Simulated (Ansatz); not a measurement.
**GaAgSe2: relaxing the atoms in a fixed cell**

Aim: in GaAgSe2, a database entry, slightly rescaled, relax the atoms in a fixed cell, then read levels, charges and fields where it ends.

Computed, not measured: Ansatz 0.2.0, DFT, r2SCAN, no spin polarisation, plane waves, PAW.

### Step 1. The cell

It takes space group I-42d (No. 122, tetragonal). Conventional cell: a = 6.012 Å, b = 6.012 Å, c = 10.951 Å, α = 90.00°, β = 90.00°, γ = 90.00°. Ag (site symmetry -4) has 4 Se at 2.60 Å as nearest neighbours. Around Ga (site symmetry -4) lie 4 Se at 2.46 Å. Around Se (site symmetry 2) lie 2 Ga at 2.46 Å and 2 Ag at 2.60 Å.

The coordinates stand in the input below.

It starts from an earlier solution of the starting cell (checkpoint.read).

### Step 2. The walk to rest

Contents of input.yaml:

```yaml
crystal:
  lattice:
    - [0.0, 6.012192, 0.0]
    - [6.012192, 0.0, 0.0]
    - [3.006096, 3.006096, -5.475694]
  atoms:
    - { symbol: Ag, position: [0.0, 0.0, 0.0] }
    - { symbol: Ag, position: [0.75, 0.25, 0.5] }
    - { symbol: Ga, position: [0.5, 0.5, 0.0] }
    - { symbol: Ga, position: [0.25, 0.75, 0.5] }
    - { symbol: Se, position: [0.375, 0.395, 0.75] }
    - { symbol: Se, position: [0.605, 0.125, 0.25] }
    - { symbol: Se, position: [0.875, 0.855, 0.75] }
    - { symbol: Se, position: [0.145, 0.625, 0.25] }
  symmetry: { tolerance: 0.0003 }
kpoints:
  mp_grid: { grid: [5, 5, 5], shift: [0, 0, 0] }
magnetization:
  spin_polarized: false
scf:
  occupations: { method: fermi_dirac, width: 0.05 }
  lower_state_search: "off"
hamiltonian:
  pseudopotentials: { kind: paw }
  xc: r2scan
basis:
  ecutwfc: 500
  fft_grid_basis: typed
relax:
  max_steps: 60
  f_tol: 0.03
output:
  forces: true
  stress: true
  eigenvalues: true
  bader: true
  populations: true
  elf: true
  write_potential: true
  volumetric_format: npy
  dos:
    e_range: [-12, 8]
    de: 0.05
    projected: { site_lists: { Ag: [Ag], Ga: [Ga], Se: [Se] } }
  write_density: true
checkpoint:
  read: saved_state
```

On the command line:

```bash
$ ansatz run input.yaml --threads 2 --pin off --max-ram 3584MiB --backend cpu --events-out ev --progress --plain --runs-dir out
```

The program printed, cut to the lines that bear on the results:

```text
Warning: output.stress: scf.convergence.dr2_threshold = 1e-7 eV (the SCF's general default) is looser than the 8e-10 eV advised for a printed stress (1e-10 eV for each atom of the cell: 8). What an SCF threshold leaves in a stress goes as its square root, and in the free energy as the [...]
Warning: RAYON_NUM_THREADS=2 ignored (pool sized by the plan → 2); use --threads N
[...]
Pseudopotentials: kind: paw
Pseudopotential: Ag, paw, valence charge 19, recommended cutoff 500 eV (meta_gga), Ag.paw.azcp
Pseudopotential: Ga, paw, valence charge 13, recommended cutoff 500 eV (meta_gga), Ga.paw.azcp
Pseudopotential: Se, paw, valence charge 16, recommended cutoff 500 eV (meta_gga), Se.paw.azcp
Functional definition: r2SCAN
[...]
Crystal: 8 atoms, lattice volume = 197.927 Å³
Basis set: ecut = 500 eV, 5011 PW (Γ), exchange–correlation on 180×180×216 points (64 copies of the dense FFT grid, shifted against one another)
Bands: 77, of which v1, the nominal top of the filled ones, is band 64 counted from 1 (63 counted from 0)
Symmetry: 8 space group operations
Space group: I-42d (ITA 122), of the structure as read, at distance tolerance 1.7e-3 Å
k-points: 18 of 125 (time reversal used)
[...]
SCF iter   1: F=-44705.171028 eV  HF=-44705.170753 eV  |F-HF|=2.75e-4  |Δ(HF+E_count)|=         —  Δρ=1.01e-3  dr2=1.51e-3  dr2_τ=7.21e-5  ethr=1.08e-6  ⟨swp⟩=3.0  Hψ=7831  notcnv=0
[...]
relax step   1: F+E_penalty+E_count = -44705.17179840 eV  Δ(F+E_penalty+E_count) = +0.000e0 eV  max|allowed force component| = 6.395e-1 eV/Å  Δτ_max = 0.0000 Å  (6 SCF iters, accepted)
[...]
relax step   2: F+E_penalty+E_count = -44705.26554205 eV  Δ(F+E_penalty+E_count) = -9.374e-2 eV  max|allowed force component| = 2.537e-3 eV/Å  Δτ_max = 0.0729 Å  (5 SCF iters, dr2 threshold 2.56e-5 eV, accepted)
[...]
relax step   3: F+E_penalty+E_count = -44705.26554328 eV  Δ(F+E_penalty+E_count) = -1.233e-6 eV  max|allowed force component| = 2.193e-3 eV/Å  Δτ_max = 0.0000 Å  (4 SCF iters, accepted)
[...]
SCF iter   1: F=-44705.265543 eV  HF=-44705.265543 eV  |F-HF|=1.25e-8  |Δ(HF+E_count)|=         —  Δρ=3.64e-6  dr2=2.38e-8  dr2_τ=1.15e-9  ethr=1.86e-11  ⟨swp⟩=1.0  Hψ=3960  notcnv=0
```

### Step 3. More of the same log

Output, continued, cut to the lines that bear on the results:

```text
[...]
SCF iter   2: F=-44705.265543 eV  HF=-44705.265543 eV  |F-HF|=3.22e-9  |Δ(HF+E_count)|=   2.96e-9  Δρ=1.49e-6  dr2=8.18e-9  dr2_τ=1.28e-10  ethr=1.86e-11  ⟨swp⟩=7.0  Hψ=7481  notcnv=0
[...]
SCF converged after 2 iterations
Free energy (F): -44705.265543 eV
[...]
E sigma→0 (E₀):  -44705.265541 eV
Entropy (-TS):   -0.000004 eV (-0.001 meV/atom)
Fermi energy:    8.052772 eV
[...]
--- Forces (eV/Å), atoms counted from 1 ---
  atom   1  Ag    -0.00000000    -0.00000000     0.00000000
  atom   2  Ag    -0.00000000    -0.00000000     0.00000000
  atom   3  Ga    -0.00000000    -0.00000000     0.00000000
  atom   4  Ga    -0.00000000    -0.00000000     0.00000000
  atom   5  Se     0.00218584     0.00000000    -0.00000000
  atom   6  Se     0.00000000    -0.00218584     0.00000000
  atom   7  Se    -0.00218584     0.00000000     0.00000000
[...]
    - { symbol: Se, position: [0.3749999999999999, 0.40713137650517717, 0.75] }
    - { symbol: Se, position: [0.5928686234948226, 0.12499999999999997, 0.25] }
    - { symbol: Se, position: [0.875, 0.8428686234948226, 0.75] }
    - { symbol: Se, position: [0.15713137650517722, 0.6249999999999999, 0.25] }
--- Löwdin populations: 8 sites ---
  site symbol       q [e]
     0     Ag     18.4382
     1     Ag     18.4382
     2     Ga     12.7446
     3     Ga     12.7446
     4     Se     16.3136
     5     Se     16.3136
     6     Se     16.3136
     7     Se     16.3136
  spilling = 0.002969 (of n_electrons = 128.000000)
--- Bader charges: 8 sites ---
  site symbol  charge [e]  shift [e]
     0     Ag      0.3441     0.0024
     1     Ag      0.3441     0.0024
     2     Ga      1.0945     0.0020
     3     Ga      1.0945     0.0020
     4     Se     -0.7193     0.0002
     5     Se     -0.7193     0.0002
     6     Se     -0.7193     0.0002
     7     Se     -0.7193     0.0002
  estimated error of the sums over rays = 3.6e-4 e
```

It took 83 s on 2 threads of Intel Xeon 6975P-C (Granite Rapids), shared host; peak memory 1.1 GiB.

Relaxation path:

| step | energy from step 1 (eV/cell) | largest force component (eV/Å) |
| --- | --- | --- |
| 1 | 0.0000 | 0.6395 |
| 2 | -0.0937 | 0.0025 |
| 3 | -0.0937 | 0.0022 |

Step 1 is the start. Step 3 solves the same geometry again.

The largest move, 0.07 Å, is shared by several atoms, Se8 among them.

### Step 4. Total and projected density of states

Counts of states in windows (eV from the Fermi level; tetrahedra), total and projected:

| from | to | total | Ag d | Ga s | Ga p | Se p |
| --- | --- | --- | --- | --- | --- | --- |
| -8.0 | -7.0 | 2.00 | 0.04 | 0.85 | 0.05 | 0.96 |
| -7.0 | -6.0 | 1.98 | 0.16 | 0.60 | 0.08 | 0.95 |
| -6.0 | -5.0 | 1.73 | 0.44 | 0.01 | 0.28 | 0.90 |
| -5.0 | -4.0 | 13.27 | 7.02 | 0.05 | 0.76 | 4.99 |
| -4.0 | -3.0 | 11.36 | 7.54 | 0.07 | 0.59 | 2.75 |
| -3.0 | -2.0 | 5.58 | 2.27 | 0.06 | 0.39 | 2.52 |
| -2.0 | -1.0 | 5.98 | 1.70 | 0.04 | 0.22 | 3.71 |
| -1.0 | 0.0 | 2.13 | 0.52 | 0.01 | 0.04 | 1.49 |
| 0.0 | 1.0 | 0.01 | 0.00 | 0.00 | 0.00 | 0.00 |
| 1.0 | 2.0 | 1.08 | 0.02 | 0.35 | 0.09 | 0.37 |
| 2.0 | 3.0 | 2.99 | 0.04 | 0.83 | 0.56 | 0.96 |
| 3.0 | 4.0 | 4.28 | 0.03 | 0.18 | 1.56 | 0.64 |

On the mesh the valence top lies at -0.44 eV and the conduction bottom at 0.41 eV on this scale.

### Step 5. Charges

Gathered by element (positive charge: electrons given up): Löwdin charges also hold the electrons that the projection spills.

| element | atoms | Bader charge (e) | Bader volume (Å³) | Löwdin charge (e) |
| --- | --- | --- | --- | --- |
| Ag | 2 | +0.34 | 23.3 | +0.56 |
| Ga | 2 | +1.09 | 14.7 | +0.25 |
| Se | 4 | -0.72 | 30.5 | -0.31 |

Löwdin charges rest on a small set of atomic orbitals that misses 0.3 % of the electrons, so they need not add up to the cell's charge and can differ from Bader's even in sign.

### Step 6. Maps of the fields

Maps in the plane spanned by a and b at height 0.000 along c (axes of the input's cell), one cell: a runs left to right (18 points from zero), b bottom to top (18 points), 90° apart. Inside the augmentation spheres the fields are the smooth ones.

Valence density. Ten steps from '0' (0.01 e/Å³) to '9' (52.60 e/Å³), finer at the low end (step k begins (100^(k/10) - 1)/99 of the way up):
```
763100000000000136
432000000000000023
110000000000000001
000000000000000000
000000000000000000
000000000000000000
000000011211000000
000000015751000000
000000027972000000
000000015751000000
000000011211000000
000000000000000000
000000000000000000
000000000000000000
110000000000000001
432000000000000023
763100000000000136
874100000000000147
```

ELF. Ten even steps from '0' (0.01) to '9' (0.87):
```
875211110000001257
653123431000111135
221146642000233112
111367753101456421
001356653223567631
001245542223567641
000013322122455431
000002220002233210
000012210401221000
001233220002220000
013455422122331000
014676532224554210
013676532235665310
112465410135776311
221133200024664112
653111100013432135
875210000001111257
986210000000001268
```

Atoms within 0.2 Å of the plane, in fractions of a and b: Ag at (0.00, 0.00), Ga at (0.50, 0.50).

Along short contacts, where the density is least:

| contact | length (Å) | minimum at (fraction) | density (e/Å³) | ELF |
| --- | --- | --- | --- | --- |
| Ag1–Se5 | 2.648 | 0.47 | 0.352 | 0.19 |

```
fraction  Ag1–Se5
     0.2     7.83
     0.3     2.07
     0.4     0.51
     0.5    0.358
     0.6    0.555
     0.7     1.11
     0.8     4.92
```

(Smooth valence density in e/Å³ at fractions of each contact.)

### Step 7. What came out

| quantity | value |
| --- | --- |
| moves | 1 |
| energy gained | 11.7 meV/atom |
| largest move | 0.07 Å (Se) |
| space group (0.01 Å), before / after | I-42d / I-42d |
| pressure left in the fixed cell | 0.3 GPa |
| gap (mesh) | 0.86 eV, direct |
| Bader charges | Ag +0.34, Ga +1.09, Se -0.72 e |

**Reading.** In the fixed cell the largest move of an atom is 0.07 Å; the energy fell by 11.7 meV per atom. With 8 symmetry operations imposed, the end may be a saddle point towards distortions that break them. It is gapped: 0.86 eV, direct at the points sampled; within 0.7 eV of the edges the states project mainly on Se p (70 %) and Ag d (25 %) below and Ga s (28 %), Ag s (26 %) and Se p (23 %) above. Gaps from semilocal functionals tend to lie below the measured ones. By Bader's partition Ga gives up most (+1.09 e) and Se takes most (-0.72 e).

Keep in mind: the SCF threshold is loose for a stress.
